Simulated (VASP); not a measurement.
Write the native input for VASP 6.6.1 that does the following.

```yaml
Task: single point
Functional: PBEsol
Potentials_or_basis: VASP PAW PBE potentials, release 64 (Cd, S)
Cutoff: 520 eV
k_mesh: 8 × 8 × 8
Occupations: gaussian, width 0.02 eV
Spin: no spin polarisation
Dipole_correction: no
Further_INCAR_settings: ALGO = Normal; EDIFF = 1e-06; NBANDS = 16
```

The structure of CdS lies in POSCAR:

```
CdS
1.0
    0.0000000000      2.8865163000      2.8865163000
    2.7119163000      0.0000000000      2.8865163000
    2.7119163000      2.8865163000      0.0000000000
Cd S
1 1
Direct
    0.0000000000      0.0000000000      0.0000000000
    0.7500000000      0.7500000000      0.7500000000
```

Measurements of this composition are mostly on another form, of space group No. 186.

The cell isn't the ideal one: strained and moved within a subgroup.

One way to write it, as run:

INCAR

```
SYSTEM = CdS
PREC     = Accurate       ! precision mode
ENCUT    = 520            ! plane-wave cutoff, eV
EDIFF    = 1E-6           ! SCF threshold, eV
ISMEAR   = 0              ! smearing method
SIGMA    = 0.02           ! smearing width, eV
LREAL    = .False.        ! projectors in reciprocal space
LASPH    = .True.         ! aspherical terms in the spheres
NELM     = 100            ! most SCF steps
ALGO     = Normal         ! electronic algorithm
ISIF     = 2              ! what is computed and relaxed
LWAVE    = .False.        ! write WAVECAR
LCHARG   = .False.        ! write CHGCAR
GGA      = PS             ! functional
NBANDS   = 16             ! bands
```

KPOINTS

```
Automatic mesh
0
Gamma
  8 8 8
  0 0 0
```

Potentials or basis: VASP PAW PBE potentials, release 64 (Cd, S).

Run with:

```sh
$ cat potpaw_PBE.64/Cd/POTCAR potpaw_PBE.64/S/POTCAR > POTCAR
$ mpirun -np 1 vasp_std > vasp.out
```

It gave:

```json
{
  "Pressure": "7.1 GPa",
  "Band gap on the k mesh": "1.08 eV, direct"
}
```

Caveat: the PAW data sets were made with another functional, which shifts forces and pressure a little.

Run time: 57 s on 1 thread of Intel(R) Xeon(R) Platinum 8259CL CPU @ 2.50GHz (Skylake/Cascade Lake), with other jobs on the host, peak memory 0.19 GiB.
